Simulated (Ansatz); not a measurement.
# CdTe (F-43m) in Ansatz: equation of state

Aim: energy against volume of CdTe in PBEsol, for its equilibrium volume and stiffness.

All numbers are computed with Ansatz 0.2.0; they aren't measurements. Logs are shortened: lines on timing, memory, paths and dates and some standing lists are left out, and cuts for length are marked.

**What was measured.**

“Multiscale insight into the Cd1-xZnxTe vibrational-mechanical properties -- High-pressure experiments and ab initio calculations”, 2023, arxiv:2306.14539 quotes, for a powder of CdTe: bulk modulus 42 ± 2 GPa.

The runs below are set against these values where they give the same quantity.

**1. The structure**

Symmetry: F-43m, No. 216, cubic system. The conventional cell has a = 6.410 Å, b = 6.410 Å, c = 6.410 Å, α = 90.00°, β = 90.00°, γ = 90.00°. Te (site symmetry -43m) has 4 Cd at 2.78 Å as nearest neighbours. Cd (site symmetry -43m) has 4 Te at 2.78 Å as nearest neighbours.

**2. Equation of state, PBEsol**

Potentials or basis: all-electron LAPW, scalar-relativistic.

No new run: the results of the series are fitted here.

Results:

- Equilibrium volume: 34.17 Å³/atom
- Bulk modulus: 41 GPa
- Pressure derivative of the bulk modulus: 4.8

Energy against volume, from the lowest point:
| volume (Å³/atom) | energy (meV/atom) |
| --- | --- |
| 30.947 | 47.47 |
| 31.605 | 28.86 |
| 32.263 | 15.30 |
| 32.922 | 6.29 |
| 33.580 | 1.33 |
| 34.239 | 0.00 |
| 34.897 | 1.91 |

The run has no spin-orbit coupling, so splittings on Te are missing.

**3. Against experiment**

Step 2. Measured bulk modulus of CdTe: 42 GPa (powder; quoted in “Multiscale insight into the Cd1-xZnxTe vibrational-mechanical properties -- High-pressure experiments and ab initio calculations”, 2023, arxiv:2306.14539). This calculation gives 41 GPa (-1.4 %). The fit is for a static lattice scaled at fixed shape and fixed fractional positions.
